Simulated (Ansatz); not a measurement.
The system is BN.

```
CELL_PARAMETERS angstrom
0.00000 1.81300 1.81300
1.81300 0.00000 1.81300
1.81300 1.81300 0.00000
ATOMIC_POSITIONS crystal
N 0.25000 0.25000 0.25000
B 0.00000 0.00000 0.00000
```

The cell is a database's computed one.

* Program: Ansatz 0.2.0
* Task: relaxation of cell and atoms
* Functional: HSEsol
* Potentials or basis: Ansatz PAW
* Cutoff: 420 eV (not typed: the program's choice for these potentials)
* k mesh: 7 × 7 × 7
* Occupations: fermi-dirac, width 0.05 eV
* Spin: no spin polarisation

At the start: volume 5.96 Å³/atom.

Question: How do energy, volume and symmetry change on relaxing?

Answer: It ends after 7 steps and the volume is 5.76 Å³/atom (-3.4 %); space group F-43m (No. 216, to 0.05 Å).

Step by step:
| step | energy change (eV) | largest force (eV/Å) | volume (Å³) |
| --- | --- | --- | --- |
| 1 | 0.0000 | 0.0000 | 11.92 |
| 2 | -0.0158 | 0.0000 | 11.67 |
| 3 | -0.0193 | 0.0000 | 11.51 |
| 4 | -0.0193 | 0.0000 | 11.52 |
| 5 | -0.0176 | 0.0000 | 11.52 |
| 6 | -0.0176 | 0.0000 | 11.51 |
| 7 | -0.0176 | 0.0000 | 11.51 |

Final structure:
```yaml
crystal:
  lattice:
    - [0.00000, 1.79220, 1.79220]
    - [1.79220, 0.00000, 1.79220]
    - [1.79220, 1.79220, 0.00000]
  atoms:
    - { symbol: N, position: [0.25000, 0.25000, 0.25000] }
    - { symbol: B, position: [0.00000, 0.00000, 0.00000] }
```

Caveat: the k mesh is coarse (spacing up to 0.43 Å⁻¹), so the values aren't converged, least of all with exact exchange; the plane-wave basis is chosen anew once the cell has moved, so the energies of steps on either side of that aren't comparable; the pressure holds a Pulay correction of +0.9 GPa for the finite cutoff; the PAW data sets come from PBE, with cores solved anew for the run's functional, which leaves a small shift of forces and pressure.
